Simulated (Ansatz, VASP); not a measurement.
AlN in VASP and in Ansatz

```
Al N
1.0
     0.00000    2.18399    2.18399
     2.18399    0.00000    2.18399
     2.18399    2.18399    0.00000
Al N
1 1
Cartesian
  0.0000 0.0000 0.0000
  3.2760 3.2760 3.2760
```

Measurements of this composition are mostly on another form, of space group No. 186.

Alike in both runs: task single point; functional LDA; k mesh 10 × 10 × 10; occupations gaussian, width 0.05 eV; no spin polarisation.

|  | VASP | Ansatz |
| --- | --- | --- |
| version | VASP 6.6.1 | Ansatz 0.2.0 |
| potentials or method | VASP PAW LDA potentials, release 64 (Al, N) | scalar-relativistic, plane waves, PAW |
| plane-wave cutoff (eV) | 520 | 420 |
| valence electrons in the cell | 8 | 8 |

VASP gave:

| Item | Value |
| --- | --- |
| gap on the k mesh at the Fermi level (eV) | 3.22 |
| least direct gap on the mesh (eV) | 4.23 |
| pressure (GPa) | -3.0 |

Question: Which values does Ansatz return?

Answer: gap on the k mesh at the Fermi level (eV): 3.24; least direct gap on the mesh (eV): 4.23; pressure (GPa): -3.6.

A k mesh can miss the band edges. As with any semilocal functional, this LDA gap is likely too small.
